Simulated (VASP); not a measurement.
# HfN (P6/mmm) in VASP: further runs

The runs below take HfN through single point, with HSE(alpha, omega).

Program: VASP 6.6.1. These are calculated values, not measurements. Logs are shortened: lines on timing, memory, paths and dates and some standing lists are left out, and cuts for length are marked.

## Step 1: The crystal as given

The structure is hexagonal, space group P6/mmm (No. 191). The conventional cell has a = 3.433 Å, b = 3.433 Å, c = 3.970 Å, α = 90.00°, β = 90.00°, γ = 120.00°. Around Hf (site symmetry 6/mmm) lie 2 N at 1.98 Å. Around N (site symmetry 6/mmm) lie 2 Hf at 1.98 Å.

The cell was built by a generator and needn't be a form met in nature.

## Step 2: Single point, HSE(alpha, omega)

The input, POSCAR:

```
HfN
1.0
    3.4332100000      0.0000000000      0.0000000000
   -1.7166000000      2.9732400000      0.0000000000
    0.0000000000      0.0000000000      3.9698200000
Hf N
1 1
Direct
    0.0000000000      0.0000000000      0.5000000000
    0.0000000000      0.0000000000      0.0000000000
```

The input, INCAR.step1:

```
SYSTEM = HfN
ALGO     = Normal         ! electronic algorithm
EDIFF    = 1E-5           ! SCF threshold, eV
ENCUT    = 520            ! plane-wave cutoff, eV
GGA      = PE             ! functional
ISIF     = 2              ! what is computed and relaxed
ISMEAR   = -1             ! smearing method
LASPH    = .TRUE.         ! aspherical terms in the spheres
LCHARG   = .FALSE.        ! write CHGCAR
LREAL    = .FALSE.        ! projectors in reciprocal space
LWAVE    = .TRUE.         ! write WAVECAR
NBANDS   = 14             ! bands
NELM     = 100            ! most SCF steps
PREC     = Accurate       ! precision mode
SIGMA    = 0.05           ! smearing width, eV
```

The input, INCAR.step2:

```
SYSTEM = HfN
AEXX     = 0.15           ! exact-exchange fraction
ALGO     = Normal         ! electronic algorithm
EDIFF    = 1E-6           ! SCF threshold, eV
ENCUT    = 520            ! plane-wave cutoff, eV
GGA      = PE             ! functional
HFSCREEN = 0.2            ! screening, 1/A
ISIF     = 2              ! what is computed and relaxed
ISMEAR   = -1             ! smearing method
ISTART   = 1            
LASPH    = .TRUE.         ! aspherical terms in the spheres
LCHARG   = .FALSE.        ! write CHGCAR
LHFCALC  = .TRUE.         ! exact exchange
LREAL    = .FALSE.        ! projectors in reciprocal space
LWAVE    = .FALSE.        ! write WAVECAR
NBANDS   = 14             ! bands
NELM     = 100            ! most SCF steps
PREC     = Accurate       ! precision mode
PRECFOCK = Fast         
SIGMA    = 0.05           ! smearing width, eV
```

The input, KPOINTS:

```
k-points
0
G
  5 5 4
  0 0 0
```

Potentials or basis: VASP PAW PBE potentials, release 64 (Hf_pv, N).

On the command line:

```
$ cat potpaw_PBE.64/Hf_pv/POTCAR potpaw_PBE.64/N/POTCAR > POTCAR
$ cp INCAR.step1 INCAR
$ mpirun -np 1 vasp_std > vasp.out
$ cp INCAR.step2 INCAR
$ mpirun -np 1 vasp_std > vasp.out
```

OUTCAR:

```text
SYSTEM = HfN
   AEXX = 0.15
   EDIFF = 1E-6
   ENCUT = 520
   GGA = PE
   HFSCREEN = 0.2
   ISIF = 2
   ISMEAR = -1
   ISTART = 1
   LASPH = .TRUE.
   LHFCALC = .TRUE.
   LREAL = .FALSE.
   NELM = 100
   PREC = Accurate
   PRECFOCK = Fast

 ion  position               nearest neighbor table
   1  0.000  0.000  0.500-   2 1.98   2 1.98
   2  0.000  0.000  0.000-   1 1.98   1 1.98

  LATTYP: Found a hexagonal cell.
 ALAT       =     3.4332100000
 C/A-ratio  =     1.1562997894

  Lattice vectors:

 A1 = (   3.4332100000,   0.0000000000,   0.0000000000)
 A2 = (  -1.7166000000,   2.9732400000,   0.0000000000)
 A3 = (   0.0000000000,   0.0000000000,   3.9698200000)

Analysis of symmetry for initial positions (statically):
=====================================================================
 Subroutine PRICEL returns:
 Original cell was already a primitive cell.

 Routine SETGRP: Setting up the symmetry group for a
 hexagonal supercell.

 Subroutine GETGRP returns: Found 24 space group operations
 (whereof 24 operations were pure point group operations)
 out of a pool of 24 trial point group operations.

The static configuration has the point symmetry D_6h.

Analysis of symmetry for dynamics (positions and initial velocities):
=====================================================================
 Subroutine PRICEL returns:
 Original cell was already a primitive cell.

 Routine SETGRP: Setting up the symmetry group for a
 hexagonal supercell.

 Subroutine GETGRP returns: Found 24 space group operations
 (whereof 24 operations were pure point group operations)
 out of a pool of 24 trial point group operations.

The dynamic configuration has the point symmetry D_6h.

 Subroutine INISYM returns: Found 24 space group operations
 (whereof 24 operations are pure point group operations),
 and found     1 'primitive' translations

----------------------------------------------------------------------------------------

                                     Primitive cell

  volume of cell :      40.5230

  direct lattice vectors                    reciprocal lattice vectors
     3.433210000  0.000000000  0.000000000     0.291272599  0.168166224  0.000000000
    -1.716600000  2.973240000  0.000000000     0.000000000  0.336333428  0.000000000
     0.000000000  0.000000000  3.969820000     0.000000000  0.000000000  0.251900590

  length of vectors
     3.433210000  3.433201372  3.969820000     0.336332582  0.336333428  0.251900590

  position of ions in fractional coordinates (direct lattice)
     0.000000000  0.000000000  0.500000000
     0.000000000  0.000000000  0.000000000

  ion indices of the primitive-cell ions
   primitive index   ion index
                 1           1
                 2           2

----------------------------------------------------------------------------------------

 KPOINTS: k-points

Automatic generation of k-mesh.
 Grid dimensions read from file:
 generate k-points for:    5    5    4

 Generating k-lattice:

  Cartesian coordinates                     Fractional coordinates (reciprocal lattice)
     0.058254520  0.033633245  0.000000000     0.200000000 -0.000000000  0.000000000
     0.000000000  0.067266686  0.000000000     0.000000000  0.200000000  0.000000000
     0.000000000  0.000000000  0.062975147     0.000000000  0.000000000  0.250000000

  Length of vectors
     0.067266516  0.067266686  0.062975147

  Shift w.r.t. Gamma in fractional coordinates (k-lattice)
     0.000000000  0.000000000  0.000000000

 Subroutine IBZKPT returns following result:
 ===========================================

 Found     15 irreducible k-points:

 Following reciprocal coordinates:
            Coordinates               Weight
  0.000000  0.000000  0.000000      1.000000
  0.200000  0.000000  0.000000      6.000000
  0.400000  0.000000  0.000000      6.000000
  0.200000  0.200000  0.000000      6.000000
  0.400000  0.200000  0.000000      6.000000
  0.000000  0.000000  0.250000      2.000000
  0.200000  0.000000  0.250000     12.000000
  0.400000  0.000000  0.250000     12.000000
  0.200000  0.200000  0.250000     12.000000
  0.400000  0.200000  0.250000     12.000000
  0.000000  0.000000  0.500000      1.000000
  0.200000  0.000000  0.500000      6.000000
  0.400000  0.000000  0.500000      6.000000
  0.200000  0.200000  0.500000      6.000000
  0.400000  0.200000  0.500000      6.000000
   k-points           NKPTS =     15   k-points in BZ     NKDIM =    100   number of bands    NBANDS=     14
   number of dos      NEDOS =    301   number of ions     NIONS =      2
   total plane-waves  NPLWV =  23520
   dimension x,y,z NGX =    28 NGY =   28 NGZ =   30
   dimension x,y,z NGXF=    56 NGYF=   56 NGZF=   60
   ions per type =               1   1
   NGX,Y,Z   is equivalent  to a cutoff of  13.56, 13.56, 12.56 a.u.
   NGXF,Y,Z  is equivalent  to a cutoff of  27.12, 27.12, 25.13 a.u.
 SYSTEM =  HfN
   PREC   = accura    normal or accurate (medium, high low for compatibility)
   ISTART =      1    job   : 0-new  1-cont  2-samecut
   ICHARG =      0    charge: 1-file 2-atom 10-const
   ISPIN  =      1    spin polarized calculation?
   LNONCOLLINEAR =      F non collinear calculations
   LSORBIT =      F    spin-orbit coupling
   LASPH  =      T    aspherical Exc in radial PAW
   ENCUT  =  520.0 eV  38.22 Ry    6.18 a.u.   6.38  6.38  7.38*2*pi/ulx,y,z
   NELM   =    100;   NELMIN=  2; NELMDL=  0     # of ELM steps
   EDIFF  = 0.1E-05   stopping-criterion for ELM
   LREAL  =      F    real-space projection
   EDIFFG = 0.1E-04   stopping-criterion for IOM
   NSW    =      0    number of steps for IOM
   IBRION =     -1    ionic relax: 0-MD 1-quasi-New 2-CG
   NFREE  =      0    steps in history (QN), initial steepest desc. (CG)
   ISIF   =      2    stress and relaxation
   ISYM   =      3    0-nonsym 1-usesym 2-fastsym
   POTIM  = 0.5000    time-step for ionic-motion
   TEBEG  =    0.0;   TEEND  =   0.0 temperature during run
   PSTRESS=    0.0 pullay stress
   NELECT =      15.0000    total number of electrons
   NUPDOWN=      -1.0000    fix difference up-down
   EMIN   =  10.00;   EMAX   =-10.00  energy-range for DOS
   EFERMI =   0.00;   METHOD = LEGACY
   ISMEAR =    -1;   SIGMA  =   0.05  broadening in eV -4-tet -1-fermi 0-gaus
   EFERMI_NEDOS =   21; number of points for ismear=-14 and -15
   IALGO  =     38    algorithm
   IMIX   =      1    mixing-type and parameters
     AMIX     =   0.40;   BMIX     =  1.00
     AMIX_MAG =   1.60;   BMIX_MAG =  1.00
  volume/ion in A,a.u.               =      20.26       136.73
  Fermi-wavevector in a.u.,A,eV,Ry     =   1.175452  2.221282 18.798996  1.381687
  Thomas-Fermi vector in A             =   2.311832
   LORBIT       =      0    0 simple, 1 ext, 2 COOP (PROOUT), +10 PAW based schemes
   GGA     = PE    functional components
   LHFCALC =     T    Hartree Fock is set to
   PRECFOCK=fast      Normal, Fast or Accurate (Low or Medium for compatibility)
   ENCUT4O =  -1.0   cutoff for four orbital integrals eV
   NKREDX  =     1    reduce k-point grid by
   NKREDY  =     1    reduce k-point grid by
   NKREDZ  =     1    reduce k-point grid by
   AEXX    =    0.1500 exact exchange contribution
   HFSCREEN=    0.2000 screening length (either q_TF or 0.3 A-1)
   HFSCREENC=   0.2000 screening length for correlation (either q_TF or 0.3 A-1)
   ENCUTFOCK=  -1.0 apply spherical cutoff to Coloumb kernel
   IVDW    =     0    specifies the selected vdW correction
   LEPSILON=     F    determine dielectric tensor
   LRPA    =     F    only Hartree local field effects (RPA)
 non-spin polarized calculation
  energy-cutoff  :      520.00
  volume of cell :       40.52
 maximum number of plane-waves:      1119
 NGX is ok and might be reduce to    28
  NGX = 14; NGY = 14; NGZ = 16

 number of electron      15.0000001 magnetization

 Free energy of the ion-electron system (eV)
  ---------------------------------------------------
  ext. energy  EPLUGINS =         0.00000000
  ---------------------------------------------------
  free energy    TOTEN  =       -18.83517700 eV

  energy without entropy =      -18.81841102  energy(sigma->0) =      -18.82679401

 E-fermi :   1.6714     XC(G=0):  -8.7409

 val. band max:        1.4884092947   @ k =   0.2000   0.0000   0.0000
 cond. band min:       1.6846481004   @ k =   0.4000   0.2000   0.5000
 fundamental gap:      0.1962388058
 Fermi energy:         1.6714157653

 k-point     1 :       0.0000    0.0000    0.0000
  band No.  band energies     occupation
      1     -30.1384      2.00000
      2     -30.1384      2.00000
      3     -29.9964      2.00000
      4     -12.8861      2.00000
      5      -2.1768      2.00000
      6       1.3349      1.99761
      7       1.9728      0.00481
      8       1.9728      0.00481
      9       3.8545      0.00000
     10       3.8545      0.00000
     11       6.2929      0.00000
     12       6.2929      0.00000
     13      10.9599      0.00000
     14      11.8318      0.00000

 k-point     2 :       0.2000    0.0000    0.0000
  band No.  band energies     occupation
      1     -30.2409      2.00000
      2     -30.1623      2.00000
      3     -29.9843      2.00000
      4     -12.7331      2.00000
      5      -1.4931      2.00000
      6       1.4736      1.96245
      7       1.4884      1.94983
      8       1.7577      0.30227
      9       3.2842      0.00000
     10       4.7904      0.00000
     11       5.0852      0.00000
     12       6.0811      0.00000
     13      12.0906      0.00000
     14      12.8376      0.00000
[... 190 lines left out ...]
      1     -30.3340      2.00000
      2     -30.2110      2.00000
      3     -30.0950      2.00000
      4     -10.5145      2.00000
      5      -3.3020      2.00000
      6      -1.5994      2.00000
      7      -0.4071      2.00000
      8       0.9069      2.00000
      9       2.5016      0.00000
     10       6.6694      0.00000
     11       8.6070      0.00000
     12       9.3647      0.00000
     13      11.3751      0.00000
     14      11.4794      0.00000

 k-point    15 :       0.4000    0.2000    0.5000
  band No.  band energies     occupation
      1     -30.3817      2.00000
      2     -30.2610      2.00000
      3     -30.0833      2.00000
      4     -10.3776      2.00000
      5      -3.1938      2.00000
      6      -1.9637      2.00000
      7      -0.8640      2.00000
      8       1.6846      0.86844
      9       3.3865      0.00000
     10       7.8890      0.00000
     11       8.5888      0.00000
     12       8.9799      0.00000
     13       9.0877      0.00000
     14      12.2176      0.00000

------------------------ aborting loop because EDIFF is reached ----------------------------------------

  FORCE on cell =-STRESS in cart. coord.  units (eV):
  Direction    XX          YY          ZZ          XY          YZ          ZX
  --------------------------------------------------------------------------------------
  -------------------------------------------------------------------------------------
  Total        0.4164310      0.4164290     -2.0614734      0.0000007      0.0000000      0.0000000
  in kB       16.4646501     16.4645717    -81.5055484      0.0000277      0.0000000      0.0000000
  external PRESSURE =     -16.1921089 kB  Pullay stress =       0.0000000 kB

 VOLUME and BASIS-vectors are now :
 -----------------------------------------------------------------------------
  energy-cutoff  :      520.00
  volume of cell :       40.52
      direct lattice vectors                 reciprocal lattice vectors
     3.433210000  0.000000000  0.000000000     0.291272599  0.168166224  0.000000000
    -1.716600000  2.973240000  0.000000000     0.000000000  0.336333428  0.000000000
     0.000000000  0.000000000  3.969820000     0.000000000  0.000000000  0.251900590

 POSITION                                       TOTAL-FORCE (eV/Angst)
 -----------------------------------------------------------------------------------
      0.00000      0.00000      1.98491         0.000000      0.000000      0.000000
      0.00000      0.00000      0.00000         0.000000      0.000000      0.000000
 -----------------------------------------------------------------------------------
    total drift:                                0.000000      0.000000      0.000000

  FREE ENERGIE OF THE ION-ELECTRON SYSTEM (eV)
  ---------------------------------------------------
  free  energy   TOTEN  =       -18.8351770043 eV

  energy  without entropy=      -18.8184110232  energy(sigma->0) =      -18.82679401
```

Wall time 2.6 min (1 thread of Intel Xeon 6975P-C (Granite Rapids), shared host); peak memory 0.27 GiB.

What came out:

```
Free energy            : -18.8352 eV
Pressure               : -1.6 GPa
Band gap on the k mesh : none (metal or under the smearing width)
```

Stress tensor (GPa, compression positive):
```
 1.65  0.00  0.00
 0.00  1.65  0.00
 0.00  0.00 -8.15
```

Caveat: the k mesh is coarse (spacing up to 0.42 Å⁻¹), so the values aren't converged, least of all with exact exchange; the PAW data sets were made with another functional, which shifts forces and pressure a little. Spin-orbit coupling is left out, which matters for the levels of Hf.

(Part 1 of 2 ends here.)
